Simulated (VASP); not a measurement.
# BN (P6_3/mmc) in VASP: further runs, part 2 of 2

VASP 6.6.1. The steps go on from the part before.

### Step 3. Relaxation of cell and atoms, LDA

This run uses another cell than the first one, of 8.64 Å³/atom, 0.964 times its volume.

Contents of INCAR:

```
PREC     = Accurate       # precision mode
ENCUT    = 600            # plane-wave cutoff, eV
EDIFF    = 1E-7           # SCF threshold, eV
ISMEAR   = 0              # smearing method
SIGMA    = 0.03           # smearing width, eV
LREAL    = F              # projectors in reciprocal space
LASPH    = T              # aspherical terms in the spheres
NELM     = 80             # most SCF steps
ALGO     = Normal         # electronic algorithm
ISIF     = 3              # what is computed and relaxed
LWAVE    = F              # write WAVECAR
LCHARG   = F              # write CHGCAR
IBRION   = 2              # ionic algorithm
NSW      = 90             # ionic steps
EDIFFG   = -0.005         # ionic threshold
KPAR     = 2
```

Contents of KPOINTS:

```
Automatic mesh
0
Gamma
  12 12 4
```

Contents of POSCAR:

```
BN                                      
1.0
    2.4898779058      0.0000000000      0.0000000000
   -1.2449389529      2.1562975188      0.0000000000
    0.0000000000     -0.0000000000      6.4367047851
  B               N             
     2     2
Direct
     0.3333333332999970    0.6666666667000030    0.2500000000000000
     0.6666666667000030    0.3333333332999970    0.7500000000000000
     0.3333333332999970    0.6666666667000030    0.7500000000000000
     0.6666666667000030    0.3333333332999970    0.2500000000000000
```

Potentials or basis: VASP PAW LDA potentials, release 64 (B, N).

Launch:

```console
> cat potpaw_LDA.64/B/POTCAR potpaw_LDA.64/N/POTCAR > POTCAR
> mpirun -np 2 vasp_std > vasp.out
```

OUTCAR:

```text
PREC = Accurate
   ENCUT = 600
   EDIFF = 1E-7
   ISMEAR = 0
   LREAL = F
   LASPH = T
   NELM = 80
   ISIF = 3
   IBRION = 2
   NSW = 90
   EDIFFG = -0.005

 ion  position               nearest neighbor table
   1  0.333  0.667  0.250-   4 1.44   4 1.44   4 1.44
   2  0.667  0.333  0.750-   3 1.44   3 1.44   3 1.44
   3  0.333  0.667  0.750-   2 1.44   2 1.44   2 1.44
   4  0.667  0.333  0.250-   1 1.44   1 1.44   1 1.44

  LATTYP: Found a hexagonal cell.
 ALAT       =     2.4898779058
 C/A-ratio  =     2.5851487618

  Lattice vectors:

 A1 = (   2.4898779058,   0.0000000000,   0.0000000000)
 A2 = (  -1.2449389529,   2.1562975188,   0.0000000000)
 A3 = (   0.0000000000,   0.0000000000,   6.4367047851)

Analysis of symmetry for initial positions (statically):
=====================================================================
 Subroutine PRICEL returns:
 Original cell was already a primitive cell.

 Routine SETGRP: Setting up the symmetry group for a
 hexagonal supercell.

 Subroutine GETGRP returns: Found 24 space group operations
 (whereof 12 operations were pure point group operations)
 out of a pool of 24 trial point group operations.

The static configuration has the point symmetry D_3d.
 The point group associated with its full space group is D_6h.

Analysis of symmetry for dynamics (positions and initial velocities):
=====================================================================
 Subroutine PRICEL returns:
 Original cell was already a primitive cell.

 Routine SETGRP: Setting up the symmetry group for a
 hexagonal supercell.

 Subroutine GETGRP returns: Found 24 space group operations
 (whereof 12 operations were pure point group operations)
 out of a pool of 24 trial point group operations.

The dynamic configuration has the point symmetry D_3d.
 The point group associated with its full space group is D_6h.

 Subroutine INISYM returns: Found 24 space group operations
 (whereof 12 operations are pure point group operations),
 and found     1 'primitive' translations

----------------------------------------------------------------------------------------

                                     Primitive cell

  volume of cell :      34.5581

  direct lattice vectors                    reciprocal lattice vectors
     2.489877906  0.000000000  0.000000000     0.401626119  0.231878948  0.000000000
    -1.244938953  2.156297519  0.000000000     0.000000000  0.463757896  0.000000000
     0.000000000  0.000000000  6.436704785     0.000000000  0.000000000  0.155358997

  length of vectors
     2.489877906  2.489877906  6.436704785     0.463757896  0.463757896  0.155358997

  position of ions in fractional coordinates (direct lattice)
     0.333333333  0.666666667  0.250000000
     0.666666667  0.333333333  0.750000000
     0.333333333  0.666666667  0.750000000
     0.666666667  0.333333333  0.250000000

  ion indices of the primitive-cell ions
   primitive index   ion index
                 1           1
                 2           2
                 3           3
                 4           4

----------------------------------------------------------------------------------------

[... 57 lines left out ...]
   NGX,Y,Z   is equivalent  to a cutoff of  13.35, 13.35, 13.95 a.u.
   NGXF,Y,Z  is equivalent  to a cutoff of  26.71, 26.71, 27.89 a.u.
 SYSTEM =  unknown system
   PREC   = accura    normal or accurate (medium, high low for compatibility)
   ISTART =      0    job   : 0-new  1-cont  2-samecut
   ICHARG =      2    charge: 1-file 2-atom 10-const
   ISPIN  =      1    spin polarized calculation?
   LNONCOLLINEAR =      F non collinear calculations
   LSORBIT =      F    spin-orbit coupling
   LASPH  =      T    aspherical Exc in radial PAW
   ENCUT  =  600.0 eV  44.10 Ry    6.64 a.u.   4.97  4.97 12.86*2*pi/ulx,y,z
   NELM   =     80;   NELMIN=  2; NELMDL= -5     # of ELM steps
   EDIFF  = 0.1E-06   stopping-criterion for ELM
   LREAL  =      F    real-space projection
   EDIFFG = -.5E-02   stopping-criterion for IOM
   NSW    =     90    number of steps for IOM
   IBRION =      2    ionic relax: 0-MD 1-quasi-New 2-CG
   NFREE  =      1    steps in history (QN), initial steepest desc. (CG)
   ISIF   =      3    stress and relaxation
   ISYM   =      2    0-nonsym 1-usesym 2-fastsym
   POTIM  = 0.5000    time-step for ionic-motion
   TEBEG  =    0.0;   TEEND  =   0.0 temperature during run
   PSTRESS=    0.0 pullay stress
   NELECT =      16.0000    total number of electrons
   NUPDOWN=      -1.0000    fix difference up-down
   EMIN   =  10.00;   EMAX   =-10.00  energy-range for DOS
   EFERMI =   0.00;   METHOD = LEGACY
   ISMEAR =     0;   SIGMA  =   0.03  broadening in eV -4-tet -1-fermi 0-gaus
   EFERMI_NEDOS =   21; number of points for ismear=-14 and -15
   IALGO  =     38    algorithm
   IMIX   =      4    mixing-type and parameters
     AMIX     =   0.40;   BMIX     =  1.00
     AMIX_MAG =   1.60;   BMIX_MAG =  1.00
  volume/ion in A,a.u.               =       8.64        58.30
  Fermi-wavevector in a.u.,A,eV,Ry     =   1.266479  2.393299 21.823330  1.603969
  Thomas-Fermi vector in A             =   2.399678
   LORBIT       =      0    0 simple, 1 ext, 2 COOP (PROOUT), +10 PAW based schemes
   GGA     = CA    functional components
   LHFCALC =     F    Hartree Fock is set to
   AEXX    =    0.0000 exact exchange contribution
   IVDW    =     0    specifies the selected vdW correction
   LEPSILON=     F    determine dielectric tensor
   LRPA    =     F    only Hartree local field effects (RPA)
 conjugate gradient relaxation of ions
 non-spin polarized calculation
 Gauss-broadening in eV      SIGMA  =   0.03
  energy-cutoff  :      600.00
  volume of cell :       34.56
 maximum number of plane-waves:      1191
 NGX is ok and might be reduce to    20
   NGX =  9   NGY =  9   NGZ = 25

--------------------------------------- Ionic step        1  -------------------------------------------

 number of electron      16.0000000 magnetization

 Free energy of the ion-electron system (eV)
  ---------------------------------------------------
  ext. energy  EPLUGINS =         0.00000000
  ---------------------------------------------------
  free energy    TOTEN  =       -38.58511244 eV

  energy without entropy =      -38.58511244  energy(sigma->0) =      -38.58511244

------------------------ aborting loop because EDIFF is reached ----------------------------------------

  FORCE on cell =-STRESS in cart. coord.  units (eV):
  Direction    XX          YY          ZZ          XY          YZ          ZX
  --------------------------------------------------------------------------------------
  -------------------------------------------------------------------------------------
  Total        0.0346639      0.0346639      0.0024431      0.0000000     -0.0000000      0.0000000
  in kB        1.6070793      1.6070793      0.1132655      0.0000000     -0.0000000      0.0000000
  external PRESSURE =       1.1091414 kB  Pullay stress =       0.0000000 kB
[... 63 lines left out ...]
--------------------------------------- Ionic step        3  -------------------------------------------

 number of electron      16.0000000 magnetization

 Free energy of the ion-electron system (eV)
  ---------------------------------------------------
  ext. energy  EPLUGINS =         0.00000000
  ---------------------------------------------------
  free energy    TOTEN  =       -38.58511747 eV

  energy without entropy =      -38.58511747  energy(sigma->0) =      -38.58511747

 E-fermi :   2.7120     XC(G=0): -10.7501

 val. band max:        2.5098525929   @ k =   0.3333   0.2500   0.0000
 cond. band min:       6.5375568069   @ k =   0.5000   0.0000   0.0000
 fundamental gap:      4.0277042140
 Fermi energy:         2.7120159787

 k-point     1 :       0.0000    0.0000    0.0000
  band No.  band energies     occupation
      1     -15.2448      2.00000
      2     -14.8506      2.00000
      3      -4.0783      2.00000
      4      -1.5301      2.00000
      5       1.1570      2.00000
      6       1.1570      2.00000
      7       1.2070      2.00000
      8       1.2070      2.00000
      9       7.6438      0.00000
     10      12.9626      0.00000
     11      14.0326      0.00000
     12      14.0326      0.00000
[... 331 lines left out ...]
 k-point    24 :       0.3333    0.0000    0.2500
  band No.  band energies     occupation
      1     -13.1726      2.00000
      2     -12.9712      2.00000
      3      -4.4042      2.00000
      4      -4.3238      2.00000
      5      -1.1333      2.00000
      6      -1.0754      2.00000
      7      -0.9238      2.00000
      8       0.5416      2.00000
      9       9.1919      0.00000
     10       9.9273      0.00000
     11      11.4907      0.00000
     12      12.8376      0.00000

 [... further k-points ...]
[... 5 lines left out ...]
  --------------------------------------------------------------------------------------
  -------------------------------------------------------------------------------------
  Total        0.0004056      0.0004056      0.0023707     -0.0000000     -0.0000000      0.0000000
  in kB        0.0187998      0.0187998      0.1098764     -0.0000000     -0.0000000      0.0000000
  external PRESSURE =       0.0491586 kB  Pullay stress =       0.0000000 kB
[... 19 lines left out ...]
  FREE ENERGIE OF THE ION-ELECTRON SYSTEM (eV)
  ---------------------------------------------------
  free  energy   TOTEN  =       -38.5851174662 eV

  energy  without entropy=      -38.5851174662  energy(sigma->0) =      -38.58511747

 reached required accuracy - stopping structural energy minimisation
```

It took 12 s on 2 MPI ranks of AMD EPYC 9R45 (Zen 5), shared host; peak memory 0.12 GiB.

What came out:

```yaml
Free_energy: -38.5851 eV
Relaxed_volume: 8.64 Å³/atom
Relaxed_cell: a = 2.490 Å, b = 2.490 Å, c = 6.437 Å, α = 90.00°, β = 90.00°, γ = 120.00°
Space_group_after_relaxing_to_0.05_Å: P6_3/mmc (No. 194)
Energy_gained_by_relaxing: 0.0 meV/atom
Ionic_steps: 3
Pressure_after_relaxing: 0.0 GPa
Band_gap_on_the_k_mesh: 4.03 eV, indirect (least direct gap 4.43 eV)
```

Final structure:
```
CELL_PARAMETERS angstrom
2.49023 0.00000 0.00000
-1.24511 2.15660 0.00000
0.00000 0.00000 6.43677
ATOMIC_POSITIONS crystal
B 0.33333 0.66667 0.25000
B 0.66667 0.33333 0.75000
N 0.33333 0.66667 0.75000
N 0.66667 0.33333 0.25000
```

Levels at points of the mesh, in eV from the valence-band top:
```tsv
k point	band 6	band 7	band 8	band 9	band 10	band 11
(0.00, 0.00, 0.00)	-1.35	-1.30	-1.30	5.13	10.45	11.52
(0.50, 0.00, 0.00)	-4.13	-1.63	-0.40	4.03	5.68	9.62
(0.00, 0.00, 0.50)	-1.33	-1.33	-1.33	7.75	7.75	11.60
(0.50, 0.00, 0.50)	-4.18	-0.99	-0.99	4.55	4.55	10.07
```

A k mesh can miss the band edges.
